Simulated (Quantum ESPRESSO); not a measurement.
Crystal: TePb.

```xyz
2
Lattice="0.0000 3.2310 3.2310 3.2310 0.0000 3.2310 3.2310 3.2310 0.0000" Properties=species:S:1:pos:R:3 pbc="T T T"
Pb    0.0000    0.0000    0.0000
Te    3.2310    3.2310    3.2310
```

Base run:

- Program: Quantum ESPRESSO 7.5
- Functional: PBE
- Potentials or basis: PseudoDojo 0.4 SR PBE stringent
- Cutoff: 1225 eV
- Density cutoff: 4898 eV
- k mesh: 7 × 7 × 7
- Occupations: fermi-dirac, width 0.05 eV
- Spin: no spin polarisation

Its results: pressure 1.3 GPa.

Question: The run is repeated on the same cell with these changes: potentials or basis from PseudoDojo 0.4 SR PBE stringent to SPMS 1.0 PBE; cutoff from 1225 eV to 952 eV; density cutoff from 4898 eV to 3810 eV; valence electrons from 46 to 30. What comes out?

Answer: Pressure 2.1 GPa.
